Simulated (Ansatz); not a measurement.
Crystal: Bi.

```
Bi
1.0
     2.26750    1.30914    3.93800
    -2.26750    1.30914    3.93800
     0.00000   -2.61828    3.93800
Bi
2
Direct
  0.76600 0.76600 0.76600
  0.23400 0.23400 0.23400
```

Program: Ansatz 0.2.0. Alike in all runs: potentials or basis Ansatz PAW; cell as given; cutoff (eV) 420; smearing fermi-dirac 0.05 eV. Hardware: 2 threads of Arm Neoverse V1, on a shared host.

Question: Order these runs on this cell by their wall time, lowest first.
A. task band structure; level PBEsol; spin off; k mesh 7 × 7 × 7; points for each segment of the path 14; mesh quality not flagged
B. task band structure; level PBEsol; spin SOC, no magnetisation; k mesh 7 × 7 × 7; points for each segment of the path 14; mesh quality not flagged
C. task projected density of states; level PBE; spin off; k mesh 4 × 4 × 4; mesh quality coarse

Answer: C (2.4 s), A (6.6 s), B (38 s).

Caveats: some runs use coarse meshes; spin-orbit coupling is left out, which moves the levels of the heavy elements (some runs).
